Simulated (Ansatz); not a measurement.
input.yaml

```yaml
crystal:
  lattice:
    - [-1.5609762996, 1.5609762996, 1.5609762996]
    - [1.5609762996, -1.5609762996, 1.5609762996]
    - [1.5609762996, 1.5609762996, -1.5609762996]
  atoms:
    - { symbol: Pd, position: [0.0, 0.0, 0.0] }
basis:
  ecutwfc: 420
kpoints:
  mp_grid: { grid: [18, 18, 18] }
hamiltonian:
  xc: pbe
scf:
  occupations: { method: gaussian, width: 0.1 }
output:
  forces: true
  stress: true
  eigenvalues: true
```

Run as
```bash
ansatz run input.yaml --threads 1 --pin off --max-ram 1331MiB --backend cpu --events-out ev --progress --plain --runs-dir out
```

The calculation used DFT PBE, scalar-relativistic, plane waves, PAW (Ansatz).

From the run's log, abridged:

```
Pseudopotentials: kind: paw
Pseudopotential: Pd, paw, valence charge 18, recommended cutoff 420 eV (normal)
Functional definition: PBE
Crystal: 1 atom, lattice volume = 15.214 Å³
Basis set: ecut = 420 eV, 321 PW (Γ), exchange–correlation on 40×40×40 points (8 copies of the dense FFT grid, shifted against one another)
Bands: 13, of which v1, the nominal top of the filled ones, is band 9 counted from 1 (8 counted from 0)
Symmetry: 48 space group operations
Space group: Im-3m (ITA 229), of the structure as read, at distance tolerance 2.5e-5 Å
k-points: 195 of 5832
Initial density: superposition of atomic densities (neutral atoms: chi_scale 0, normalization atom), corrected by the library's trained network
Initial wavefunctions: pseudopotential atomic-orbital guess
Functional: x = pbe(κ = 0.804, μ = 0.21951497), c = pbe(β = 0.06672455)
SCF iter   1: F=—  HF=-6972.808604 eV  |F-HF|=—  |Δ(HF+E_count)|=         —  Δρ=4.65e-3  dr2=1.71e-3  ethr=1.77e-3  ⟨swp⟩=5.0  Hψ=14585  notcnv=0
SCF iter   2: F=—  HF=-6972.808401 eV  |F-HF|=—  |Δ(HF+E_count)|=   2.03e-4  Δρ=2.34e-3  dr2=3.37e-4  ethr=9.50e-6  ⟨swp⟩=2.5  Hψ=5285  notcnv=0
SCF iter   3: F=—  HF=-6972.808373 eV  |F-HF|=—  |Δ(HF+E_count)|=   2.77e-5  Δρ=1.18e-3  dr2=3.84e-5  ethr=1.87e-6  ⟨swp⟩=2.1  Hψ=3524  notcnv=0
SCF iter   4: F=—  HF=-6972.808416 eV  |F-HF|=—  |Δ(HF+E_count)|=   4.27e-5  Δρ=1.87e-4  dr2=9.13e-7  ethr=2.13e-7  ⟨swp⟩=2.5  Hψ=3407  notcnv=0
SCF iter   5: F=-6972.808417 eV  HF=-6972.808417 eV  |F-HF|=1.47e-8  |Δ(HF+E_count)|=   1.63e-6  Δρ=1.34e-5  dr2=6.57e-9  ethr=5.07e-9  ⟨swp⟩=2.4  Hψ=3847  notcnv=0
SCF iter   6: F=-6972.808417 eV  HF=-6972.808417 eV  |F-HF|=1.73e-11  |Δ(HF+E_count)|=   1.60e-8  Δρ=7.06e-7  dr2=3.22e-11  ethr=3.65e-11  ⟨swp⟩=1.5  Hψ=7604  notcnv=0
SCF 1 converged in 6 iterations: F = -6972.808417 eV  dr2 = 3.22e-11
SCF converged after 6 iterations
Free energy (F): -6972.808417 eV
Harris-Foulkes:  -6972.808417 eV  (|F-HF|=1.73e-11)
Internal energy: -6972.802135 eV  (E = F + TS)
E sigma→0 (E₀):  -6972.805276 eV
Entropy (-TS):   -0.006282 eV (-6.282 meV/atom)
Fermi energy:    19.004314 eV
--- Per-component energies (eV) ---
  E_band       = -148.560222
  E_kinetic    = 513.653849
  E_local      = -1792.743379  (includes V_loc(G=0)·N_el)
  E_nonlocal   = 217.332551
  E_hartree    = 727.145808
  E_xc         = -168.580515
  E_vxc        = -211.493185  (∫ρ·V_xc dr)
  E_paw        = -3750.352613  (= ΣΔE_a)
  E_vpaw       = -329.601679  (= ΣTr[D̂ρ^β])
  E_aug_tail   = 0.000228  (compensation charges beyond the density's cutoff)
  E_ewald      = -2719.258064
  E_smearing   = -0.006282  (= −TS)
--- Forces (eV/Å), atoms counted from 1 ---
  atom   1  Pd     0.00000000     0.00000000     0.00000000
--- Stress (GPa, compression-positive) ---
        2.506965       0.000000       0.000000
        0.000000       2.506965       0.000000
        0.000000       0.000000       2.506965
  P = ⅓ Tr σ = 2.5070 GPa (25.070 kbar)
--- Band table (eV; the first three rows and the last of 195) ---
  k-point 0: bands = ["-64.9916", "-30.5116", "-30.5116", "-30.5116", "12.0967", "16.1770", "16.1770", "16.1770", "18.0836", "18.0836", "38.1222", "38.1222", "38.1222"]
  k-point 1: bands = ["-64.9901", "-30.5231", "-30.5156", "-30.5115", "12.2129", "16.1383", "16.1788", "16.2582", "18.0376", "18.0864", "38.0573", "38.1426", "38.2588"]
  k-point 2: bands = ["-64.9856", "-30.5564", "-30.5271", "-30.5113", "12.5492", "16.0287", "16.1817", "16.4970", "17.9263", "18.0958", "37.7277", "38.1092", "38.6546"]
  k-point 194: bands = ["-64.8996", "-30.7904", "-30.7904", "-30.7904", "13.9988", "13.9988", "19.2108", "19.2108", "19.2108", "28.1353", "28.1353", "28.1353", "36.1119"]
```

Self-consistency was reached.